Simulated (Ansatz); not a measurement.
## Au: how the half-step-shifted k-point mesh moves the results

These are results of Ansatz, DFT PBE, scalar-relativistic, plane waves, PAW, not measurements.

```
CELL_PARAMETERS angstrom
1.41131 -2.55593 0.00000
1.41131 2.55593 0.00000
0.00000 0.00000 4.89317
ATOMIC_POSITIONS crystal
Au 0.66533 0.33467 0.25000
Au 0.33467 0.66533 0.75000
```

| Quantity | Value |
| --- | --- |
| plane-wave cutoff | 420 eV |
| occupation rule | Gaussian smearing, 0.1 eV |
| spin treatment | unpolarised |

The atoms stay fixed while the half-step-shifted k-point mesh is varied. ΔE is the energy extrapolated to zero smearing, less that of the reference run (16×16×10 Γ-centred mesh, Gaussian smearing 0.1 eV). The cell isn't necessarily relaxed at this level. Spin–orbit coupling is left out. Pressure is positive in compression.

```json
{"shifted mesh": "12×12×6", "ΔE (meV/atom)": "?", "P (GPa)": "?", "largest change of a force component (eV/Å)": "?", "irreducible points": "?"}
{"shifted mesh": "14×14×8", "ΔE (meV/atom)": "-3.94", "P (GPa)": "2.98", "largest change of a force component (eV/Å)": "0.005", "irreducible points": "224"}
{"shifted mesh": "16×16×8", "ΔE (meV/atom)": "-3.51", "P (GPa)": "3.05", "largest change of a force component (eV/Å)": "0.007", "irreducible points": "288"}
```

Fill in the withheld rows.

The withheld rows:

```
shifted mesh  ΔE (meV/atom) P (GPa) largest change of a force component (eV/Å) irreducible points
     12×12×6          -4.97     3.00                                       0.004                 126
```

This form isn't the element's structure at ambient conditions.